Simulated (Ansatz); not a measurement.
The cell comes from COD entry 1538153, which wasn't checked; take it as a given geometry. It is an old determination, and later ones may differ.

IrO2: DFT, PBE, all-electron LAPW, scalar-relativistic (Ansatz 0.2.0).

Command: `ansatz run input.yaml --threads 2 --pin off --max-ram 6144MiB --backend cpu --events-out ev --progress --plain --runs-dir out` The run took 2.3 min on 2 threads of Intel(R) Xeon(R) Platinum 8488C (Sapphire Rapids), with other jobs on the host, peak memory 1.7 GiB.

```yaml
crystal:
  lattice:
    - [4.499, 0.0, 0.0]
    - [0.0, 4.499, 0.0]
    - [0.0, 0.0, 3.146]
  atoms:
    - { symbol: Ir, position: [0.0, 0.0, 0.0] }
    - { symbol: Ir, position: [0.5, 0.5, 0.5] }
    - { symbol: O, position: [0.311, 0.311, 0.0] }
    - { symbol: O, position: [0.189, 0.811, 0.5] }
    - { symbol: O, position: [0.689, 0.689, 0.0] }
    - { symbol: O, position: [0.811, 0.189, 0.5] }
kpoints:
  mp_grid: { grid: [8, 8, 11] }
  band_path:
    path:
      - [0.0, 0.0, 0.0]
      - [0.0, 0.5, 0.0]
      - [0.5, 0.5, 0.0]
      - [0.0, 0.0, 0.0]
      - [0.0, 0.0, 0.5]
      - [0.0, 0.5, 0.5]
      - [0.5, 0.5, 0.5]
      - [0.0, 0.0, 0.5]
      - [0.0, 0.5, 0.0]
    npoints: 14
scf:
  occupations: { method: fermi_dirac, width: 0.05 }
hamiltonian:
  xc: pbe
  pseudopotentials: { kind: all_electron, lapw: { basis_error: 0.0005 } }
output:
  forces: true
  stress: true
  eigenvalues: true
  populations: true
  dos: { projected: true, de: 0.2, e_range: [-14, 8] }
```

Output:

```
Ir: projections on atomic orbitals take those of the free atom 1s2 2s2 2p6 3s2 3p6 3d10 4s2 4p6 4d10 4f14 5s2 5p6 5d7 6s2, of charge +0.00 (hamiltonian.pseudopotentials.projection_atoms)
O: projections on atomic orbitals take those of the free atom 1s2 2s2 2p4, of charge +0.00 (hamiltonian.pseudopotentials.projection_atoms)
LAPW: plane waves up to 11.392 Å⁻¹, error target 5.0e-4 eV per atom; small_component_spin mean_spin; O in spheres of 0.858 Å, 8 of its electrons in bands, Dirac shells []; Ir in spheres of 1.121 Å, 49 of its electrons in bands, Dirac shells []
Engine: ansatz 0.2.0
Pseudopotentials: kind: all_electron
Pseudopotential: Ir, LAPW, valence charge 49, Koelling and Harmon's equation, gaussian nucleus
Pseudopotential: O, LAPW, valence charge 8, Koelling and Harmon's equation, gaussian nucleus
Functional definition: PBE
  parameter kappa = 0.804
  parameter beta = 0.06672455060314922
  exchange = pbe_x(kappa = kappa, mu = beta*pi^2/3)
  correlation = pbe_c(beta = beta)
Crystal: 6 atoms, lattice volume = 63.678 Å³
Basis set: ecut = 494.4897646407688 eV, 1559 PW (Γ), exchange–correlation at level 2
Bands: 78, of which v1, the nominal top of the filled ones, is band 65 counted from 1 (64 counted from 0)
Symmetry: 16 space group operations
Space group: P42/mnm (ITA 136), of the structure as read, at distance tolerance 4.0e-5 Å
k-points: 90 of 704
Non-local potential: Ir, projectors of the file, none
Non-local potential: O, projectors of the file, none
Initial density: superposition of atomic densities (chi_scale 0.1, normalization cell, long waves kept (reshape's long-wave potential 0.00 eV rms))
Initial wavefunctions: plane waves of lowest kinetic energy (no species holds an atomic orbital)
Functional: x = pbe(κ = 0.804, μ = 0.2195149727645171), c = pbe(β = 0.06672455060314922)
iter 1 solved again at ethr=6.71e-3 eV; its pass at ethr=1.00e-1 eV (dr2=8.72e0 eV) is discarded
SCF iter   1: F=—  HF=-978243.777997 eV  |F-HF|=—  |Δ(HF+E_count)|=         —  Δρ=1.20e-1  dr2=8.73e0  ethr=6.71e-3  ⟨swp⟩=2.0  Hψ=44416  notcnv=0
preconditioner: auto → LDOS  [metal: Δε(μ)=0.033 eV  Ē_g=16.281 eV  σ=0.050 eV  W_gap=0.16  n_scr=30 (ndim 8)  ℏωp=30.2 eV  f_vac=0.123  D(μ)=3.17/eV (n_scr^D=30)  β→1.0]
iter 2 solved again at ethr=2.31e-4 eV; its pass at ethr=6.71e-3 eV (dr2=3.01e-1 eV) is discarded
SCF iter   2: F=—  HF=-978240.662393 eV  |F-HF|=—  |Δ(HF+E_count)|=    3.12e0  Δρ=3.62e-2  dr2=3.01e-1  ethr=2.31e-4  ⟨swp⟩=2.0  Hψ=35045  notcnv=0
SCF iter   3: F=—  HF=-978240.484073 eV  |F-HF|=—  |Δ(HF+E_count)|=         —  Δρ=2.27e-2  dr2=3.76e-1  ethr=2.31e-4  ⟨swp⟩=3.0  Hψ=23563  notcnv=0
the basis was enlarged: its passes take 2.7 MiB over the memory plan, 2 of 2 planned eigensolver slots
SCF iter   4: F=—  HF=-978240.363323 eV  |F-HF|=—  |Δ(HF+E_count)|=   1.21e-1  Δρ=1.08e-2  dr2=7.83e-2  ethr=2.31e-4  ⟨swp⟩=2.0  Hψ=21780  notcnv=0
SCF iter   5: F=—  HF=-978240.328224 eV  |F-HF|=—  |Δ(HF+E_count)|=   3.51e-2  Δρ=2.17e-3  dr2=3.37e-3  ethr=6.03e-5  ⟨swp⟩=2.0  Hψ=20871  notcnv=0
SCF iter   6: F=—  HF=-978240.325148 eV  |F-HF|=—  |Δ(HF+E_count)|=   3.08e-3  Δρ=3.36e-4  dr2=6.19e-5  ethr=2.59e-6  ⟨swp⟩=2.0  Hψ=20675  notcnv=0
SCF iter   7: F=—  HF=-978240.325164 eV  |F-HF|=—  |Δ(HF+E_count)|=   1.68e-5  Δρ=1.19e-4  dr2=5.51e-6  ethr=4.76e-8  ⟨swp⟩=2.3  Hψ=20719  notcnv=0
SCF iter   8: F=—  HF=-978240.325170 eV  |F-HF|=—  |Δ(HF+E_count)|=   5.72e-6  Δρ=2.30e-5  dr2=1.82e-7  ethr=4.24e-9  ⟨swp⟩=3.0  Hψ=21909  notcnv=0
SCF iter   9: F=-978240.325170 eV  HF=-978240.325170 eV  |F-HF|=7.45e-9  |Δ(HF+E_count)|=   2.17e-7  Δρ=3.66e-6  dr2=2.41e-9  ethr=1.40e-10  ⟨swp⟩=3.0  Hψ=22345  notcnv=0
SCF 1 converged in 9 iterations: F = -978240.325170 eV  dr2 = 2.41e-9
NSCF: frozen V_eff on 113 k-points
SCF converged after 9 iterations
Free energy (F): -978240.325170 eV
Harris-Foulkes:  -978240.325170 eV  (|F-HF|=7.45e-9)
Internal energy: -978240.301769 eV  (E = F + TS)
E sigma→0 (E₀):  -978240.313470 eV
Entropy (-TS):   -0.023401 eV (-3.900 meV/atom)
Fermi energy:    17.402643 eV
--- Per-component energies (eV) ---
  E_band       = -18970.069464
  E_kinetic    = 1105835.392226
  E_xc         = -19877.456022
  E_electrostatic = -2064198.237973  (all electrons and nuclei)
  E_smearing   = -0.023401  (= −TS)
  E_closure    = 0.000000  (closes the sum)
  E_atoms      = -978197.100434  (free atoms, spherical and without spin; not in F)
  Σ components = -978240.325170   (vs F -978240.325170, Δ=0.00e0)
  Basis errors (estimates in eV, not in F): energy 2.3e-4 per atom: plane waves 2.1e-4 (1.3e-4 summed), levels above the bands 1.2e-127, relativity 4.1e-8, radial functions 2.1e-5, core shells 2.2e-10; eigenvalues (radial functions only) 3.1e-6; not estimated: angular momenta, meshes, grids; target (lapw.basis_error) 5.0e-4; muffin-tin radii O 0.858 Å, Ir 1.121 Å
--- Forces (eV/Å), atoms counted from 1 ---
  atom   1  Ir     0.00000000    -0.00000000     0.00000000
  atom   2  Ir     0.00000000     0.00000000     0.00000000
  atom   3  O     -0.44697175    -0.44697175     0.00000000
  atom   4  O      0.44697175    -0.44697175     0.00000000
  atom   5  O      0.44697175     0.44697175     0.00000000
  atom   6  O     -0.44697175     0.44697175     0.00000000
  max |Σ_I F_I| component: 1.11e-16 eV/Å
--- Stress (GPa, compression-positive) ---
        5.214672       0.000000       0.000000
        0.000000       5.214672       0.000000
        0.000000       0.000000      13.325835
  P = ⅓ Tr σ = 7.9184 GPa (79.184 kbar)
--- Band table (eV; the first three rows and the last of 90) ---
  k-point 0: bands = ["-641.5480", "-641.5480", "-489.9061", "-489.9061", "-489.9061", "-489.9061", "-474.2192", "-474.2192", "-474.1657", "-474.1657", "-474.1554", "-474.1554", "-268.8070", "-268.8070", "-268.7754", "-268.7754", "-268.6442", "-268.6442", "-268.6226", "-268.6226", "-268.5550", "-268.5550", "-75.9924", "-75.9908", "-40.4550", "-40.4550", "-40.4530", "-40.4530", "-40.4126", "-40.4122", "-40.3544", "-40.3544", "-40.3241", "-40.3239", "-40.2874", "-40.2874", "-40.1994", "-40.1994", "-32.9627", "-32.9627", "-32.9002", "-32.8846", "-32.7195", "-32.7195", "-3.9425", "-2.7565", "-1.5812", "-1.5812", "7.4819", "7.7171", "9.2507", "9.2507", "9.4675", "12.1885", "12.4220", "12.4220", "13.7016", "14.3996", "14.3996", "14.8049", "14.8832", "14.9698", "14.9698", "15.2049", "15.2600", "18.1743", "18.6439", "21.5824", "21.7981", "21.7981", "23.1549", "25.9459", "25.9459", "29.3364", "30.4394", "30.8133", "32.7285", "32.8431"]
  k-point 1: bands = ["-641.5480", "-641.5480", "-489.9061", "-489.9061", "-489.9061", "-489.9061", "-474.2192", "-474.2192", "-474.1657", "-474.1657", "-474.1554", "-474.1554", "-268.8070", "-268.8070", "-268.7754", "-268.7754", "-268.6442", "-268.6442", "-268.6226", "-268.6226", "-268.5550", "-268.5550", "-75.9922", "-75.9906", "-40.4550", "-40.4550", "-40.4530", "-40.4530", "-40.4126", "-40.4122", "-40.3545", "-40.3544", "-40.3242", "-40.3240", "-40.2874", "-40.2874", "-40.1994", "-40.1994", "-32.9619", "-32.9619", "-32.9093", "-32.8944", "-32.7183", "-32.7183", "-3.8581", "-2.7055", "-1.6329", "-1.6329", "7.5983", "7.8051", "9.3204", "9.3204", "9.5546", "11.8490", "12.4879", "12.4879", "13.1704", "13.8692", "13.8692", "14.9317", "15.0574", "15.1578", "15.3523", "15.5162", "15.5162", "18.3765", "18.5537", "21.5501", "21.5501", "21.7832", "23.0259", "26.2954", "26.2954", "29.2783", "30.4756", "30.7925", "32.3958", "32.6509"]
  k-point 2: bands = ["-641.5480", "-641.5480", "-489.9061", "-489.9061", "-489.9061", "-489.9061", "-474.2192", "-474.2192", "-474.1657", "-474.1657", "-474.1554", "-474.1554", "-268.8070", "-268.8070", "-268.7754", "-268.7754", "-268.6442", "-268.6442", "-268.6226", "-268.6226", "-268.5550", "-268.5550", "-75.9914", "-75.9901", "-40.4550", "-40.4550", "-40.4529", "-40.4529", "-40.4127", "-40.4123", "-40.3545", "-40.3544", "-40.3244", "-40.3242", "-40.2874", "-40.2874", "-40.1993", "-40.1993", "-32.9599", "-32.9599", "-32.9339", "-32.9209", "-32.7150", "-32.7150", "-3.6207", "-2.5738", "-1.7684", "-1.7684", "7.9342", "8.0501", "9.5125", "9.5125", "9.8133", "11.1016", "12.2688", "12.6199", "12.6199", "13.2349", "13.2349", "14.5704", "15.1505", "15.4553", "15.5820", "16.2314", "16.2314", "18.2946", "18.8748", "21.0168", "21.0168", "21.8862", "23.1109", "27.1262", "27.1262", "29.0851", "30.5853", "30.6660", "31.5264", "32.4567"]
  k-point 89: bands = ["-641.5480", "-641.5480", "-489.9061", "-489.9061", "-489.9061", "-489.9061", "-474.2192", "-474.2192", "-474.1657", "-474.1657", "-474.1554", "-474.1554", "-268.8070", "-268.8070", "-268.7754", "-268.7754", "-268.6442", "-268.6442", "-268.6226", "-268.6226", "-268.5550", "-268.5550", "-75.9887", "-75.9887", "-40.4549", "-40.4549", "-40.4525", "-40.4525", "-40.4126", "-40.4126", "-40.3545", "-40.3545", "-40.3250", "-40.3250", "-40.2871", "-40.2871", "-40.1992", "-40.1992", "-33.0088", "-33.0088", "-32.9539", "-32.9539", "-32.7047", "-32.7047", "-2.3371", "-2.3371", "-2.2817", "-2.2817", "9.0581", "9.0581", "9.4578", "9.4578", "9.9229", "9.9229", "11.7040", "11.7040", "13.0512", "13.0512", "13.9749", "13.9749", "15.5656", "15.5656", "16.1028", "16.1028", "16.9592", "16.9592", "19.8465", "19.8465", "20.5498", "20.5498", "26.6511", "26.6511", "27.3998", "27.3998", "29.0440", "29.0440", "30.2627", "30.2627"]
--- Löwdin populations: 6 sites ---
  site symbol       q [e]
     0     Ir     75.5950
     1     Ir     75.5950
     2      O      8.6448
     3      O      8.6448
     4      O      8.6448
     5      O      8.6448
  spilling = 0.001242 (of n_electrons = 186.000000)
```

populations.tsv:

```
# site	symbol	l	j	q
# orbitals = lowdin
# n_electrons = 186.000000
# spilling = 0.001242
# projection_atom_Ir: 1s2 2s2 2p6 3s2 3p6 3d10 4s2 4p6 4d10 4f14 5s2 5p6 5d7 6s2
# projection_atom_O: 1s2 2s2 2p4
0	Ir	0_1S	-	2.000000
0	Ir	0_2S	-	1.999993
0	Ir	0_3S	-	1.999911
0	Ir	0_4S	-	1.999088
0	Ir	0_5S	-	1.984464
0	Ir	0_6S	-	0.546395
0	Ir	1_2P	-	6.000000
0	Ir	1_3P	-	5.999999
0	Ir	1_4P	-	5.999955
0	Ir	1_5P	-	5.994888
0	Ir	2_3D	-	10.000000
0	Ir	2_4D	-	9.999963
0	Ir	2_5D	-	7.070344
0	Ir	3_4F	-	13.999966
1	Ir	0_1S	-	2.000000
1	Ir	0_2S	-	1.999993
1	Ir	0_3S	-	1.999911
1	Ir	0_4S	-	1.999088
1	Ir	0_5S	-	1.984464
1	Ir	0_6S	-	0.546395
1	Ir	1_2P	-	6.000000
1	Ir	1_3P	-	5.999999
1	Ir	1_4P	-	5.999955
1	Ir	1_5P	-	5.994888
1	Ir	2_3D	-	10.000000
1	Ir	2_4D	-	9.999963
1	Ir	2_5D	-	7.070344
1	Ir	3_4F	-	13.999966
2	O	0_1S	-	1.998724
2	O	0_2S	-	1.771722
2	O	1_2P	-	4.874320
3	O	0_1S	-	1.998724
3	O	0_2S	-	1.771722
3	O	1_2P	-	4.874320
4	O	0_1S	-	1.998724
4	O	0_2S	-	1.771722
4	O	1_2P	-	4.874320
5	O	0_1S	-	1.998724
5	O	0_2S	-	1.771722
5	O	1_2P	-	4.874320
```
